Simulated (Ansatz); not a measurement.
MgO:

```
CELL_PARAMETERS angstrom
0.00000 2.09700 2.09700
2.09700 0.00000 2.09700
2.09700 2.09700 0.00000
ATOMIC_POSITIONS crystal
Mg 0.00000 0.00000 0.00000
O 0.50000 0.50000 0.50000
```

The cell is a database's computed one.

Base run:

```yaml
Program: Ansatz 0.2.0
Functional: HSE06
Potentials_or_basis: all-electron PAW datasets made for the crystal
Cutoff: 430 eV (chosen from the basis error)
k_mesh: 8 × 8 × 8
Occupations: fermi-dirac, width 0.05 eV
Spin: no spin polarisation
```

Its results: band gap on the k mesh 6.61 eV, direct; pressure 0.9 GPa.

Question: The run is repeated on the same cell with these changes: functional from HSE06 to PBEsol; cutoff from 430 eV (chosen from the basis error) to 360 eV (chosen from the basis error). What comes out?

Answer: Band gap on the k mesh 4.76 eV, direct; pressure 2.4 GPa.

HSE06 gives the wider gap, since exact exchange removes part of the self-interaction.

The runs don't all hold the same shells in valence.
